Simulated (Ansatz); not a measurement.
# Worked example: C3H7O → C3H6O + H

Species: C3H7O `CC(C)[O]`, doublet; C3H6O (acetone) `CC(C)=O`, singlet; H atom, doublet. 

Shapes, held fixed at every level: PBE0-D4/def2-TZVP. Programs: Ansatz 0.2.0. The zero-point and thermal change to 298 K, harmonic and unscaled (PBE0-D4/def2-TZVP), is -20.4 kJ/mol.

At CCSD(T)/CBS estimate; 1 Eh = 2625.50 kJ/mol:

| species | energy (Eh) |
| --- | --- |
| C3H7O | -193.466247 |
| C3H6O | -192.940165 |
| H | -0.500000 |

Question: Work out ΔH(298 K) of the reaction at this level.

Answer: 
1. Products less reactants: (-192.940165) + (-0.500000) − [(-193.466247)] = 0.026082 Eh = +68.5 kJ/mol.
2. With the thermal change: +68.5 + (-20.4) = +48.1 kJ/mol.

Other levels give +7.3 (MP2/def2-SVP) to +79.0 kJ/mol (BHLYP-D4/def2-TZVPP). No measured value is set beside it here. Open shells run unrestricted unless RO is named. The CBS estimate extrapolates MP2 from def2-TZVPP and def2-QZVPP and adds CCSD(T) − MP2 in the triple-zeta set, cores frozen.
